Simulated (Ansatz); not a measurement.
# Calculated with Ansatz: MgSe, vacancy hop by nudged elastic band

Input:

```yaml
crystal:
  lattice:
    - [0.0, 5.456628, 5.456628]
    - [5.456628, 0.0, 5.456628]
    - [5.456628, 5.456628, 0.0]
  atoms:
    - { symbol: Mg, position: [-0.00211505, 0.00173235, -0.00013511] }
    - { symbol: Se, position: [0.25031771, 0.24845685, 0.25343107] }
    - { symbol: Mg, position: [0.00702293, -0.0075909, 0.49678091] }
    - { symbol: Se, position: [0.24890834, 0.24962718, 0.75433223] }
    - { symbol: Mg, position: [-0.0009652, 0.50329432, -0.00135448] }
    - { symbol: Se, position: [0.2515107, 0.74692656, 0.25144368] }
    - { symbol: Mg, position: [0.00327862, 0.49856827, 0.50094539] }
    - { symbol: Se, position: [0.24702753, 0.74667244, 0.75403578] }
    - { symbol: Se, position: [0.74376372, 0.25353395, 0.25202434] }
    - { symbol: Mg, position: [0.4971449, 0.0011161, 0.4997148] }
    - { symbol: Se, position: [0.75109735, 0.24944957, 0.7514188] }
    - { symbol: Mg, position: [0.49956814, 0.50166027, 0.00150993] }
    - { symbol: Se, position: [0.75258163, 0.749958, 0.24808167] }
    - { symbol: Mg, position: [0.50105249, 0.50522618, 0.49777911] }
    - { symbol: Se, position: [0.74646564, 0.75311624, 0.75741972] }
kpoints:
  mp_grid: { grid: [2, 2, 2] }
magnetization:
  spin_polarized: false
scf:
  occupations: { method: fermi_dirac, width: 0.05 }
hamiltonian:
  pseudopotentials: { kind: paw }
  xc: pbe
basis:
  ecutwfc: 420
neb:
  images: 3
  relax_end_points: true
  climbing: true
  f_tol: 0.05
  max_iterations: 40
  order_check: false
  final_atoms:
    - { symbol: Mg, position: [-0.00211505, 0.00173235, -0.00013511] }
    - { symbol: Se, position: [0.25031771, 0.24845685, 0.25343107] }
    - { symbol: Mg, position: [0.00702293, -0.0075909, 0.49678091] }
    - { symbol: Se, position: [0.24890834, 0.24962718, 0.75433223] }
    - { symbol: Mg, position: [-0.0009652, 0.50329432, -0.00135448] }
    - { symbol: Se, position: [0.2515107, 0.74692656, 0.25144368] }
    - { symbol: Mg, position: [0.00327862, 0.49856827, 0.50094539] }
    - { symbol: Se, position: [0.24702753, 0.74667244, 0.75403578] }
    - { symbol: Se, position: [0.74376372, 0.25353395, 0.25202434] }
    - { symbol: Mg, position: [0.4971449, 0.0011161, 0.4997148] }
    - { symbol: Se, position: [0.75109735, 0.24944957, 0.7514188] }
    - { symbol: Mg, position: [0.49956814, 0.50166027, 0.00150993] }
    - { symbol: Se, position: [0.75258163, 0.749958, 0.24808167] }
    - { symbol: Mg, position: [0.49681428, 1.0016988, 0.00281044] }
    - { symbol: Se, position: [0.74646564, 0.75311624, 0.75741972] }
```

Launch command:

```bash
ansatz run input.yaml --threads 4 --pin off --max-ram 8192MiB --backend cpu --events-out ev --progress --plain --runs-dir out
```

Origin of the cell: a database entry, scaled a little.

The cell is 2×2×2 cells of MgSe with one Mg taken out; atom 14 (Mg) hops into the empty site, 3.83 Å away before the end points are relaxed. All atoms were shaken by about 0.02 Å first.

Output (shortened):

```
SCF iter   1: F=—  HF=-57234.535592 eV  Δρ=1.20e-3  dr2=1.07e-2  defer=31
SCF iter   2: F=—  HF=-57234.532532 eV  Δρ=5.27e-4  dr2=1.89e-3  defer=56
SCF iter   3: F=—  HF=-57234.532377 eV  Δρ=2.95e-4  dr2=8.77e-4  defer=56
[… 2 lines left out …]
SCF iter   6: F=—  HF=-57234.532219 eV  Δρ=1.78e-5  dr2=3.04e-6  defer=56
SCF iter   7: F=—  HF=-57234.532218 eV  Δρ=6.36e-6  dr2=3.67e-7  defer=56
SCF iter   8: F=-57234.532218 eV  HF=-57234.532218 eV  Δρ=2.26e-6  dr2=4.46e-8
NEB iter   1: max|band force component| = 7.455e0 eV/Å  barrier→ = 4.9823 eV  barrier← = 4.9823 eV  Δτ_max = 0.2000 Å  (49 SCF iters)
NEB iter   2: max|band force component| = 2.831e0 eV/Å  barrier→ = 2.1187 eV  barrier← = 2.1188 eV  Δτ_max = 0.1363 Å  (30 SCF iters)
NEB iter   3: max|band force component| = 1.020e0 eV/Å  barrier→ = 1.3590 eV  barrier← = 1.3590 eV  Δτ_max = 0.1101 Å  (29 SCF iters)
NEB iter   4: max|band force component| = 1.979e-1 eV/Å  barrier→ = 1.1798 eV  barrier← = 1.1798 eV  CI = image 2  Δτ_max = 0.1341 Å  (28 SCF iters)
NEB iter   5: max|band force component| = 2.256e-1 eV/Å  barrier→ = 1.1778 eV  barrier← = 1.1778 eV  CI = image 2  Δτ_max = 0.0629 Å  (27 SCF iters)
NEB iter   6: max|band force component| = 5.621e-2 eV/Å  barrier→ = 1.1398 eV  barrier← = 1.1398 eV  CI = image 2  Δτ_max = 0.0103 Å  (24 SCF iters)
NEB iter   7: max|band force component| = 6.767e-2 eV/Å  barrier→ = 1.1384 eV  barrier← = 1.1384 eV  CI = image 2  Δτ_max = 0.0052 Å  (22 SCF iters)
NEB iter   8: max|band force component| = 7.378e-2 eV/Å  barrier→ = 1.1378 eV  barrier← = 1.1378 eV  CI = image 2  Δτ_max = 0.0103 Å  (20 SCF iters)
NEB iter   9: max|band force component| = 8.521e-2 eV/Å  barrier→ = 1.1367 eV  barrier← = 1.1367 eV  CI = image 2  Δτ_max = 0.0206 Å  (18 SCF iters)
NEB iter  10: max|band force component| = 1.083e-1 eV/Å  barrier→ = 1.1340 eV  barrier← = 1.1340 eV  CI = image 2  Δτ_max = 0.0412 Å  (18 SCF iters)
NEB iter  11: max|band force component| = 1.480e-1 eV/Å  barrier→ = 1.1269 eV  barrier← = 1.1270 eV  CI = image 2  Δτ_max = 0.0823 Å  (19 SCF iters)
NEB iter  12: max|band force component| = 2.033e-1 eV/Å  barrier→ = 1.1071 eV  barrier← = 1.1072 eV  CI = image 2  Δτ_max = 0.1641 Å  (23 SCF iters)
NEB iter  13: max|band force component| = 1.824e-1 eV/Å  barrier→ = 1.0559 eV  barrier← = 1.0560 eV  CI = image 2  Δτ_max = 0.1635 Å  (26 SCF iters)
NEB iter  14: max|band force component| = 9.056e-2 eV/Å  barrier→ = 1.0119 eV  barrier← = 1.0119 eV  CI = image 2  Δτ_max = 0.0728 Å  (28 SCF iters)
NEB iter  15: max|band force component| = 1.556e-1 eV/Å  barrier→ = 1.0015 eV  barrier← = 1.0015 eV  CI = image 2  Δτ_max = 0.0216 Å  (25 SCF iters)
NEB iter  16: max|band force component| = 4.056e-2 eV/Å  barrier→ = 0.9972 eV  barrier← = 0.9973 eV  CI = image 2  Δτ_max = 0.0209 Å  (22 SCF iters)
NEB iter  17: max|band force component| = 3.369e-2 eV/Å  barrier→ = 0.9965 eV  barrier← = 0.9966 eV  CI = image 2  Δτ_max = 0.0000 Å  (8 SCF iters)
--- NEB band (5 images, 17 band iterations, 416 SCF iterations, 40 more in tests of the images' electronic states and relaxations of end points) ---
  forward barrier  = 0.996517 eV
  backward barrier = 0.996562 eV
  lagrangian_above_aufbau_ev (what the smearing adds, to first order; not taken off the barriers): saddle image -0.068239 eV, end points -0.088275 and -0.088202 eV
  climbing image's point = of an order that was not read
  energies are F+E_penalty+E_count in eV, relative to image 0
  image     s (Å)  Δ vs image 0  max|band force component| (eV/Å)
      0    0.0000      0.000000                                 —
      1    1.1099      0.559340                          2.996e-2
  *   2    2.2159      0.996517                          3.369e-2
      3    3.3223      0.559085                          3.037e-2
      4    4.4328     -0.000045                                 —
```

The converged band:

```tsv
image	path over all atoms (Å)	ΔF (eV)	Mg x	y	z (Å)
0	0.00	0.000	5.46	5.46	5.46
1	1.11	0.559	5.30	4.80	6.12
2	2.22	0.997	4.88	4.10	6.82
3	3.32	0.559	5.30	3.40	7.52
4	4.43	0.000	5.46	2.73	8.18
```

Relaxed start, forces in eV/Å:

```xyz
15
Lattice="0.000 5.457 5.457 5.457 0.000 5.457 5.457 5.457 0.000" Properties=species:S:1:pos:R:3:forces:R:3 pbc="T T T" image=0
Mg    0.006    0.004   -0.001    0.007    0.005    0.000
Se    2.738    2.733    2.728   -0.004    0.001   -0.001
Mg    2.734    2.735    0.001    0.003   -0.006   -0.005
Se    5.464    5.460    2.727   -0.001    0.001    0.000
Mg    2.736    0.003    2.729    0.000    0.003   -0.006
Se    5.463    2.733    5.452    0.002   -0.002    0.007
Mg    5.463    2.734    2.727    0.002    0.000   -0.002
Se    8.191    5.464    5.456    0.002   -0.007    0.004
Se    2.736    5.462    5.457   -0.003    0.001   -0.004
Mg    2.737    5.459    2.728   -0.003    0.007    0.003
Se    5.463    8.191    5.458   -0.002   -0.003   -0.002
Mg    2.736    2.733    5.456   -0.002    0.006    0.001
Se    5.464    5.466    8.184    0.002   -0.006    0.000
Mg    5.465    5.461    5.456   -0.005    0.004    0.001
Se    8.189    8.190    8.184    0.003   -0.005    0.004
```

Highest image (2), forces in eV/Å:

```xyz
15
Lattice="0.000 5.457 5.457 5.457 0.000 5.457 5.457 5.457 0.000" Properties=species:S:1:pos:R:3:forces:R:3 pbc="T T T" image=2
Mg    0.050   -0.126    0.129   -0.004   -0.005    0.005
Se    2.714    2.779    2.681    0.001   -0.007    0.007
Mg    2.821    2.689   -0.047   -0.004    0.001    0.001
Se    5.436    5.498    2.762   -0.016    0.004    0.004
Mg    2.589    0.137    2.858    0.018    0.000    0.000
Se    5.655    2.483    5.204    0.007   -0.003   -0.003
Mg    5.507    2.865    2.595   -0.004    0.005   -0.005
Se    8.170    5.416    5.500    0.001    0.007   -0.007
Se    2.904    5.352    5.565    0.017    0.018   -0.018
Mg    2.821    5.507    2.771   -0.004   -0.001   -0.001
Se    5.436    8.154    5.419   -0.016   -0.004   -0.004
Mg    2.589    2.601    5.323    0.018    0.000    0.000
Se    5.655    5.713    8.434    0.007    0.003    0.002
Mg    4.880    4.098    6.819   -0.034    0.000    0.000
Se    8.361    8.301    8.073    0.016   -0.018    0.018
```

Relaxed end, forces in eV/Å:

```xyz
15
Lattice="0.000 5.457 5.457 5.457 0.000 5.457 5.457 5.457 0.000" Properties=species:S:1:pos:R:3:forces:R:3 pbc="T T T" image=4
Mg    0.008    0.004   -0.005    0.001    0.002    0.001
Se    2.735    2.734    2.725    0.001    0.001    0.002
Mg    2.735    2.736   -0.003    0.001   -0.002    0.000
Se    5.465    5.461    2.721   -0.001    0.000    0.003
Mg    2.737    0.005    2.727   -0.001    0.000   -0.002
Se    5.464    2.731    5.452   -0.002    0.002    0.002
Mg    5.463    2.733    2.724    0.001    0.000    0.001
Se    8.195    5.464    5.454    0.000   -0.002   -0.001
Se    2.734    5.463    5.454    0.000   -0.002   -0.001
Mg    2.737    5.462    2.727   -0.001    0.000   -0.002
Se    5.464    8.192    5.453   -0.001    0.001   -0.001
Mg    2.736    2.736    5.453    0.001   -0.003    0.000
Se    5.465    5.462    8.183   -0.002   -0.002    0.001
Mg    5.463    2.733    8.181    0.002    0.001   -0.001
Se    8.192    8.190    8.182    0.001    0.004    0.000
```

Barrier of this path: 1.00 eV forwards, 1.00 eV backwards, after 17 band iterations.

Caveats: the k mesh is coarse if the cell is a metal; a small cell with a neutral vacancy and no spin, whose shape can make like sites unlike; the cell is held at a rescaled volume, and strain moves barriers; the hop was drawn among near neighbours and need not be the easiest path; few images and a loose tolerance, and neither the top nor the ends were tested for their order.

Time: 5.4 min on 4 threads of Arm Neoverse V1, with other jobs on the host, peak memory 1.8 GiB, from the program's own first density.
